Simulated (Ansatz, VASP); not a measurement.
# Ge in VASP and in Ansatz

```
CELL_PARAMETERS angstrom
0.00000 1.97463 2.36956
1.97463 0.00000 2.36956
1.97463 1.97463 0.00000
ATOMIC_POSITIONS crystal
Ge 0.00000 0.00000 0.00000
```

Alike in both runs: task single point; functional PBE; dispersion D3(BJ); k mesh 22 × 22 × 22; occupations gaussian, width 0.15 eV; no spin polarisation.

|  | VASP | Ansatz |
| --- | --- | --- |
| version | VASP 6.6.1 | Ansatz 0.2.0 |
| potentials or method | VASP PAW PBE potentials, release 64 (Ge_d) | scalar-relativistic, plane waves, PAW |
| plane-wave cutoff (eV) | 520 | 420 |
| valence electrons in the cell | 14 | 14 |

|  | VASP | Ansatz | Ansatz less VASP |
| --- | --- | --- | --- |
| gap on the k mesh at the Fermi level (eV) | none | none | - |
| pressure (GPa) | 0.9 | 0.8 | -0.13 |
| largest component of the traceless stress (GPa) | 0.40 | 0.39 | -0.010 |

A gap of «none» marks a metal or a gap that the smearing closes.

Caveats: pairwise dispersion overbinds metals, which lowers pressure and volume.
